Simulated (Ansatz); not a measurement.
## ZnS (P6_3mc), zone-centre modes

Level of theory: DFT PBE, scalar-relativistic, plane waves, PAW (Ansatz). The runs took a 420 eV cutoff, a Γ-centred 8×4×4 mesh and Gaussian smearing (0.05 eV). No spin polarisation.

The starting cell (relaxed at this level):

```
Zn S
1.0
    -3.84549    0.00000    0.00000
     0.00000    0.00000   -6.30533
     0.00000   -6.66059    0.00000
Zn S
4 4
Direct
  0.50000 0.99478 0.16667
  0.00000 0.99478 0.66667
  0.00000 0.49478 0.33333
  0.50000 0.49478 0.83333
  0.50000 0.62022 0.16667
  0.00000 0.62022 0.66667
  0.00000 0.12022 0.33333
  0.50000 0.12022 0.83333
```

Harmonic modes by finite displacements of 0.02 Å, without the LO–TO term. The cell doubles the primitive one, so its zone centre also holds the primitive cell's point q = (0, 1/2, 0).

Question: At this geometry, is the structure stable against these modes?

Answer: Yes: no mode is imaginary beyond 10 cm⁻¹, and only the three translations lie near zero.

Question: List the wavenumbers in cm⁻¹.

Answer: 0, 0, 0, 70, 70, 70, 90, 94, 108, 174, 188, 188, 257, 263, 263, 268, 268, 274, 279, 290, 294, 310, 321, 323.